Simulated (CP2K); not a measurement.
# Zr (P6_3/mmc) in CP2K: a series of runs

Runs on Zr. Level: PBE. Tasks: band structure.

Everything below comes from runs of CP2K 2026.2. Logs are shortened: lines on timing, memory, paths and dates and some standing lists are left out, and cuts for length are marked.

**1. The structure**

It takes space group P6_3/mmc (No. 194, hexagonal). The conventional cell has a = 3.232 Å, b = 3.232 Å, c = 5.147 Å, α = 90.00°, β = 90.00°, γ = 120.00°. Around Zr (site symmetry -6m2) lie 12 Zr at 3.18 to 3.23 Å.

**2. Band structure, PBE**

The input, zr_bands.inp:

```
&GLOBAL
  PROJECT zr_bands
  RUN_TYPE ENERGY_FORCE
  PRINT_LEVEL LOW
&END GLOBAL
&FORCE_EVAL
  METHOD QS
  STRESS_TENSOR ANALYTICAL
  &DFT
    BASIS_SET_FILE_NAME BASIS_MOLOPT
    POTENTIAL_FILE_NAME GTH_POTENTIALS
    &MGRID
      CUTOFF 450
      REL_CUTOFF 60
      NGRIDS 5
    &END MGRID
    &QS
      METHOD GPW
      EPS_DEFAULT 1.0E-10
    &END QS
    &KPOINTS
      SCHEME MONKHORST-PACK 9 9 5
      GAMMA_CENTERED T
      SYMMETRY T
      SYMMETRY_BACKEND SPGLIB
    &END KPOINTS
    &SCF
      SCF_GUESS ATOMIC
      EPS_SCF 1.0E-6
      MAX_SCF 100
      ADDED_MOS 8
      CHOLESKY OFF
      EPS_EIGVAL 1.0E-7
      &DIAGONALIZATION ON
        ALGORITHM STANDARD
      &END DIAGONALIZATION
      &MIXING ON
        METHOD BROYDEN_MIXING
        ALPHA 0.4
        BETA 1.5
        NBUFFER 8
      &END MIXING
      &SMEAR ON
        METHOD FERMI_DIRAC
        ELECTRONIC_TEMPERATURE [K] 580.226
      &END SMEAR
    &END SCF
    &XC
      &XC_FUNCTIONAL
        &GGA_X_PBE
        &END GGA_X_PBE
        &GGA_C_PBE
        &END GGA_C_PBE
      &END XC_FUNCTIONAL
    &END XC
    &PRINT
      &KPOINTS ON
      &END KPOINTS
      &MULLIKEN ON
      &END MULLIKEN
      &MO ON
        ENERGIES T
        OCCUPATION_NUMBERS T
        &EACH
          QS_SCF 0
        &END EACH
        ADD_LAST NUMERIC
      &END MO
      &LOWDIN ON
      &END LOWDIN
      &HIRSHFELD ON
        SHAPE_FUNCTION DENSITY
      &END HIRSHFELD
      &BAND_STRUCTURE
        FILE_NAME bands.bs
        ADDED_MOS 6
        &KPOINT_SET
          UNITS B_VECTOR
          NPOINTS 6
          SPECIAL_POINT GAMMA 0.00000000 0.00000000 0.00000000
          SPECIAL_POINT M 0.50000000 0.00000000 0.00000000
          SPECIAL_POINT K 0.33333333 0.33333333 0.00000000
          SPECIAL_POINT GAMMA 0.00000000 0.00000000 0.00000000
          SPECIAL_POINT A 0.00000000 0.00000000 0.50000000
          SPECIAL_POINT L 0.50000000 0.00000000 0.50000000
          SPECIAL_POINT H 0.33333333 0.33333333 0.50000000
          SPECIAL_POINT A 0.00000000 0.00000000 0.50000000
        &END KPOINT_SET
        &KPOINT_SET
          UNITS B_VECTOR
          NPOINTS 6
          SPECIAL_POINT L 0.50000000 0.00000000 0.50000000
          SPECIAL_POINT M 0.50000000 0.00000000 0.00000000
        &END KPOINT_SET
        &KPOINT_SET
          UNITS B_VECTOR
          NPOINTS 6
          SPECIAL_POINT K 0.33333333 0.33333333 0.00000000
          SPECIAL_POINT H 0.33333333 0.33333333 0.50000000
        &END KPOINT_SET
      &END BAND_STRUCTURE
    &END PRINT
  &END DFT
  &SUBSYS
    &CELL
      ABC 3.2320000000 3.2320000000 5.1470000000
      ALPHA_BETA_GAMMA 90.0000000000 90.0000000000 120.0000000003
      PERIODIC XYZ
    &END CELL
    &COORD
      SCALED
      Zr  0.6666666667 0.3333333333 0.7500000000
      Zr  0.3333333333 0.6666666667 0.2500000000
    &END COORD
    &KIND Zr
      BASIS_SET SZV-MOLOPT-SR-GTH-q12
      POTENTIAL GTH-PBE-q12
    &END KIND
    &PRINT
      &ATOMIC_COORDINATES ON
      &END ATOMIC_COORDINATES
      &CELL ON
      &END CELL
      &SYMMETRY ON
      &END SYMMETRY
    &END PRINT
  &END SUBSYS
  &PRINT
    &FORCES ON
    &END FORCES
    &STRESS_TENSOR ON
    &END STRESS_TENSOR
  &END PRINT
&END FORCE_EVAL
```

Potentials or basis: GTH_POTENTIALS Zr GTH-PBE-q12; SZV-MOLOPT-SR-GTH basis.

Command:

```console
$ OMP_NUM_THREADS=1 cp2k.psmp -i zr_bands.inp -o zr_bands.out
```

zr_bands.out:

```text

 CP2K| version string:                                       CP2K version 2026.2
 CP2K| Input file name                                              zr_bands.inp

 GLOBAL| Force Environment number                                              1
 GLOBAL| Basis set file name                                        BASIS_MOLOPT
 GLOBAL| Potential file name                                      GTH_POTENTIALS
 GLOBAL| MM Potential file name                                     MM_POTENTIAL
 GLOBAL| Coordinate file name                                      __STD_INPUT__
 GLOBAL| Method name                                                        CP2K
 GLOBAL| Project name                                                   zr_bands
 GLOBAL| Run type                                                   ENERGY_FORCE
 GLOBAL| FFT library                                                       FFTW3
 GLOBAL| Diagonalization library                                       ScaLAPACK
 GLOBAL| Cholesky decomposition library                                ScaLAPACK
 GLOBAL| DGEMM library                                                      BLAS
 GLOBAL| Direct generalized diagonalization requested                          F
 GLOBAL| Matrix multiplication library                                 ScaLAPACK
 GLOBAL| Global print level                                                  LOW
 GLOBAL| Total number of message passing processes                             1
 GLOBAL| Number of threads for this process                                    1
 GLOBAL| CPU model name                                                  UNKNOWN

 CELL| Volume [angstrom^3]:                                            46.561558
 CELL| Vector a [angstrom]:       3.232     0.000     0.000   |a| =     3.232000
 CELL| Vector b [angstrom]:      -1.616     2.799     0.000   |b| =     3.232000
 CELL| Vector c [angstrom]:       0.000     0.000     5.147   |c| =     5.147000
 CELL| Angle (b,c), alpha [degree]:                                    90.000000
 CELL| Angle (a,c), beta  [degree]:                                    90.000000
 CELL| Angle (a,b), gamma [degree]:                                   120.000000
 CELL| Numerically orthorhombic:                                              NO
 CELL| Periodicity                                                           XYZ

 CELL_REF| Volume [angstrom^3]:                                        46.561558
 CELL_REF| Vector a [angstrom     3.232     0.000     0.000   |a| =     3.232000
 CELL_REF| Vector b [angstrom    -1.616     2.799     0.000   |b| =     3.232000
 CELL_REF| Vector c [angstrom     0.000     0.000     5.147   |c| =     5.147000
 CELL_REF| Angle (b,c), alpha [degree]:                                90.000000
 CELL_REF| Angle (a,c), beta  [degree]:                                90.000000
 CELL_REF| Angle (a,b), gamma [degree]:                               120.000000
 CELL_REF| Numerically orthorhombic:                                          NO
 CELL_REF| Periodicity                                                       XYZ
[... 9 lines left out ...]
 TOTAL NUMBERS AND MAXIMUM NUMBERS

  Total number of            - Atomic kinds:                                   1
                             - Atoms:                                          2
                             - Shell sets:                                     2
                             - Shells:                                         8
                             - Primitive Cartesian functions:                 14
                             - Cartesian basis functions:                     22
                             - Spherical basis functions:                     20

  Maximum angular momentum of- Orbital basis functions:                        2
                             - Local part of the GTH pseudopotential:          2
                             - Non-local part of the GTH pseudopotential:      4

 MODULE QUICKSTEP: ATOMIC COORDINATES IN ANGSTROM

   Atom Kind Element         X             Y             Z       Z(eff)     Mass
      1    1 Zr   40      1.616000      0.932998      3.860250  12.0000  91.2240
      2    1 Zr   40     -0.000000      1.865996      1.286750  12.0000  91.2240

 Crystal Symmetry Information
       International Symbol:                                            P6_3/mmc
       Point Group Symbol:                                                 6/mmm
       Schoenflies Symbol:                                                 D6h^4
       Number of Symmetry Operations:                                         24

 SCF PARAMETERS         Density guess:                                    ATOMIC
                        --------------------------------------------------------
                        max_scf:                                             100
[... 77 lines left out ...]

 Number of orbital functions:                                                 20
 Number of independent orbital functions:                                     20

 SCF WAVEFUNCTION OPTIMIZATION

  Step     Update method      Time    Convergence         Total energy    Change
  ------------------------------------------------------------------------------
     1 NoMix/Diag. 0.40E+00    1.3     0.96322433       -94.8277680716 -9.48E+01
     2 Broy./Diag. 0.40E+00    1.8     0.00828002       -93.8254748397  1.00E+00
     3 Broy./Diag. 0.40E+00    1.8     0.02762199       -93.9789652710 -1.53E-01
     4 Broy./Diag. 0.40E+00    1.8     0.00476210       -94.0796849508 -1.01E-01
     5 Broy./Diag. 0.40E+00    1.8     0.00176523       -94.1166627779 -3.70E-02
     6 Broy./Diag. 0.40E+00    1.8     0.00017851       -94.1174798761 -8.17E-04
     7 Broy./Diag. 0.40E+00    1.8     0.00004517       -94.1161606740  1.32E-03
     8 Broy./Diag. 0.40E+00    1.8     0.00008685       -94.1140933905  2.07E-03
     9 Broy./Diag. 0.40E+00    1.8     0.00001147       -94.1138887121  2.05E-04
    10 Broy./Diag. 0.40E+00    1.8     0.00001066       -94.1138917004 -2.99E-06
    11 Broy./Diag. 0.40E+00    1.8     0.00000037       -94.1138977112 -6.01E-06

  *** SCF run converged in    11 steps ***

  Electronic density on regular grids:        -23.9999999984        0.0000000016
  Core density on regular grids:               23.9999999981       -0.0000000019
  Total charge density on r-space grids:       -0.0000000002
  Total charge density g-space grids:          -0.0000000002

  Overlap energy of the core charge distribution:               0.00000000000000
  Self energy of the core charge distribution:               -172.85808517207855
  Core Hamiltonian energy:                                     39.74590301602927
  Hartree energy:                                              51.12911210052587
  Exchange-correlation energy:                                -12.12984788849303
  Electronic entropic energy:                                  -0.00097976762194
  Fermi energy:                                                 0.46382202804360

  Total energy:                                               -94.11389771123622
  Total energy (extrapolated to T->0):                        -94.11340782742525

 MO| EIGENVALUES AND OCCUPATION NUMBERS FOR K POINT 1
 MO|
 MO|  Index      Eigenvalue [a.u.]        Eigenvalue [eV]             Occupation
 MO|      1              -1.336837             -36.377185               2.000000
 MO|      2              -1.336296             -36.362466               2.000000
 MO|      3              -0.540269             -14.701463               2.000000
 MO|      4              -0.538544             -14.654537               2.000000
 MO|      5              -0.520967             -14.176244               2.000000
 MO|      6              -0.517562             -14.083576               2.000000
[... 350 lines left out ...]
 MO|     19               0.671392              18.269501               0.000000
 MO|     20               0.897131              24.412183               0.000000
 MO| Sum:                                                              24.032636
 MO| E(Fermi):            0.463822 a.u.         12.621239 eV

 [... the levels of further k-points ...]

 !-----------------------------------------------------------------------------!
                     Mulliken Population Analysis

 #  Atom  Element  Kind  Atomic population                           Net charge
       1     Zr       1         12.000000                             -0.000000
       2     Zr       1         12.000000                              0.000000
 # Total charge                             24.000000                 -0.000000

 !-----------------------------------------------------------------------------!

 !-----------------------------------------------------------------------------!
                           Hirshfeld Charges

  #Atom  Element  Kind  Ref Charge     Population                    Net charge
      1       Zr     1      12.000         12.000                         0.000
      2       Zr     1      12.000         12.000                         0.000

  Total Charge                                                            0.000
 !-----------------------------------------------------------------------------!

 LOWDIN POPULATION ANALYSIS

 #  Atom  Element  Kind  Atomic population                           Net charge
       1     Zr       1         12.000000                             -0.000000
       2     Zr       1         12.000000                              0.000000
 # Total charge                             24.000000                  0.000000

 KPOINTS| Band Structure Calculation
 KPOINTS| Number of k-point sets                                               3
 KPOINTS| Number of added MOs/bands                                            6
 KPOINTS| Number of k-points in set    1                                      43
 KPOINTS| In units of b-vector [2pi/Bohr]
 KPOINTS| Special point     1       GAMMA     0.000000     0.000000     0.000000
 KPOINTS| Special point     2           M     0.500000     0.000000     0.000000
 KPOINTS| Special point     3           K     0.333333     0.333333     0.000000
 KPOINTS| Special point     4       GAMMA     0.000000     0.000000     0.000000
 KPOINTS| Special point     5           A     0.000000     0.000000     0.500000
 KPOINTS| Special point     6           L     0.500000     0.000000     0.500000
 KPOINTS| Special point     7           H     0.333333     0.333333     0.500000
 KPOINTS| Special point     8           A     0.000000     0.000000     0.500000
 KPOINTS| Number of k-points in set    2                                       7
 KPOINTS| In units of b-vector [2pi/Bohr]
 KPOINTS| Special point     1           L     0.500000     0.000000     0.500000
 KPOINTS| Special point     2           M     0.500000     0.000000     0.000000
 KPOINTS| Number of k-points in set    3                                       7
 KPOINTS| In units of b-vector [2pi/Bohr]
 KPOINTS| Special point     1           K     0.333333     0.333333     0.000000
 KPOINTS| Special point     2           H     0.333333     0.333333     0.500000

 ENERGY| Total FORCE_EVAL ( QS ) energy [hartree]            -94.113914040072970

 FORCES| Atomic forces [hartree/bohr]
 FORCES|   Atom     x               y               z               |f|
 FORCES|      1 -4.86427788E-09  8.67681998E-08 -3.45534266E-09   8.69731055E-08
 FORCES|      2  4.86419154E-09 -8.67682430E-08  3.45517530E-09   8.69731372E-08
 FORCES| Sum    -8.63396563E-14 -4.32343105E-14 -1.67351958E-13
 FORCES| Total atomic force                                       1.93210816E-13

 STRESS| Analytical stress tensor [bar]
 STRESS|                        x                   y                   z
 STRESS|      x       -7.13517708691E+04   3.32821084132E-01  -2.04010427784E-02
 STRESS|      y        3.32821084132E-01  -7.13515244939E+04  -1.17769450487E-02
 STRESS|      z       -2.04010427784E-02  -1.17769450487E-02  -3.15756140802E+04
 STRESS| 1/3 Trace                                            -5.80929698144E+04
 STRESS| Determinant                                          -1.60753270882E+14

 STRESS| Eigenvectors and eigenvalues of the analytical stress tensor [bar]
 STRESS|                        1                   2                   3
 STRESS| Eigenvalues  -7.13520025689E+04  -7.13512927941E+04  -3.15756140802E+04
 STRESS|      x           0.820706253784      0.571350369738     -0.000000512899
 STRESS|      y          -0.571350369739      0.820706253784     -0.000000296087
 STRESS|      z           0.000000251770      0.000000536045      1.000000000000
```

It took 24 s on 1 thread of Arm Neoverse V1, shared host; peak memory 0.25 GiB.

Results:

| Quantity | Value |
| --- | --- |
| Free energy | -2560.9698 eV |
| Pressure | -5.8 GPa |
| Band gap on the k mesh | none (metal or under the smearing width) |

Stress tensor (GPa, compression positive):
```
-7.14  0.00  0.00
 0.00 -7.14  0.00
 0.00  0.00 -3.16
```

Levels at the corners of the path, in eV from the Fermi level:
```tsv
point	band 10	band 11	band 12	band 13	band 14	band 15
Γ	-3.92	0.51	0.51	0.68	1.26	1.26
M	-3.26	-2.57	0.12	1.15	1.39	1.56
K	-1.61	-1.61	-0.40	0.30	0.30	2.12
Γ	-3.92	0.51	0.51	0.68	1.26	1.26
A	-4.77	0.00	0.00	0.37	0.37	0.37
L	-3.70	-1.43	-1.43	2.15	2.15	4.36
H	-2.09	-1.00	-1.00	0.80	0.80	2.00
A	-4.77	0.00	0.00	0.37	0.37	0.37
L	-3.70	-1.43	-1.43	2.15	2.15	4.36
M	-3.26	-2.57	0.12	1.15	1.39	1.56
K	-1.61	-1.61	-0.40	0.30	0.30	2.12
H	-2.09	-1.00	-1.00	0.80	0.80	2.00
```

Caveat: a minimal basis gives rough bond lengths, pressures and levels; the basis of atomic orbitals isn't converged, which shifts pressures, moduli and gaps.

[end of part 1 of 2]
